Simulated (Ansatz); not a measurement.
I need a calculation of the dielectric tensor and Born charges of CdS, space group P3m1. Use Ansatz 0.2.0 through its Python package. Settings: PBEsol, PAW, cutoff 517 eV, 6×6×4 k-points, fixed occupations.

Contents of `cds.xyz`:
```text
2
Lattice="4.26116959 0.0 0.0 -2.13058479 3.69028111 0.0 0.0 0.0 5.80417294" Properties=species:S:1:pos:R:3 pbc="T T T"
Cd    0.00000000    0.00000000    2.56946046
S     2.13058482    1.23009369    2.52079921
```

`eps.py`:
```python
import warnings

import ansatz as az
import numpy as np

warnings.simplefilter('ignore', az.DeckWarning)

cell = az.Crystal.from_extxyz('cds.xyz')

job = (
    cell.calculation()
    .functional('pbesol')
    .kpoints(6, 6, 4)
    .basis(19 * az.Ha)
    .occupations('fixed')
    .dielectric()
)
result = job.run(threads=1, pin='off')
response = result.dielectric
eps = np.asarray(response.eps_inf)

values = np.linalg.eigvalsh(eps)
print('principal values of eps_inf:', np.round(values, 3))
print('refractive indices:', np.round(np.sqrt(values), 3))
for site, z in zip(result.lattice.sites, response.zstar_e):
    print(f'{site.symbol:2s} Z* trace/3 = {np.trace(z) / 3:+.3f} e')
print(f'charge neutrality missed by {response.zstar_sum_residual_pre_e:.4f} e before the sum rule')
```

```console
$ python eps.py
principal values of eps_inf: [1.851 5.16  5.16 ]
refractive indices: [1.36  2.271 2.271]
Cd Z* trace/3 = +1.940 e
S  Z* trace/3 = -1.940 e
charge neutrality missed by 0.0003 e before the sum rule
```

Notes:
- Under fixed occupations the level called the Fermi level is the highest filled one on the SCF mesh; off the mesh a filled band can lie a little above it.
- Averages over directions belong to no single polarisation, least of all in layered crystals.
- Pressure is positive in compression.
- This cell is a computed structure, which may not be the phase found in nature.
- This is the electronic (clamped-ion) response; a semilocal gap that is too small tends to raise it. The typed mesh is that of the SCF; the response is solved on denser meshes that the run picks.
- The whole script took 2.9 min on 1 thread of Intel(R) Xeon(R) Processor @ 2.30GHz, with other jobs on the host, peak memory 2 GiB.
